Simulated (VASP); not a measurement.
A run of VASP 6.6.1 is set up as follows.

INCAR

```
SYSTEM = HgSe
PREC = Accurate
ENCUT = 600
EDIFF = 1E-6
ISMEAR = -1
SIGMA = 0.15
LREAL = .FALSE.
LASPH = .TRUE.
NELM = 100
ALGO = Normal
ISIF = 3
LWAVE = .FALSE.
LCHARG = .FALSE.
GGA = PE
IBRION = 2
NSW = 80
EDIFFG = -0.001
```

The input KPOINTS:

```
regular mesh
0
G
  12 12 12
  0 0 0
```

POSCAR

```
HgSe
1.0
    0.0000000000      3.1301276958      3.1301276958
    3.1301276958      0.0000000000      3.1301276958
    3.1301276958      3.1301276958      0.0000000000
Hg Se
1 1
Direct
    0.0000000000      0.0000000000      0.0000000000
    0.2500000000      0.2500000000      0.2500000000
```

Potentials or basis: VASP PAW PBE potentials, release 64 (Hg, Se).

Command:

```bash
$ cat potpaw_PBE.64/Hg/POTCAR potpaw_PBE.64/Se/POTCAR > POTCAR
$ mpirun -np 1 vasp_std > vasp.out
```

**Question.** Predict the relaxed cell.

**Answer.** a = 4.435 Å, b = 4.435 Å, c = 4.435 Å, α = 60.00°, β = 60.00°, γ = 60.00°.

**Question.** Estimate the space group after relaxing (to 0.05 Å).

**Answer.** F-43m (No. 216).

Final structure:
```xyz
2
Lattice="0.0000 3.1360 3.1360 3.1360 0.0000 3.1360 3.1360 3.1360 0.0000" Properties=species:S:1:pos:R:3 pbc="T T T"
Hg    0.0000    0.0000    0.0000
Se    1.5680    1.5680    1.5680
```

The run has no spin-orbit coupling, so splittings on Hg are missing. PBE usually gives volumes a little too large and moduli too small.
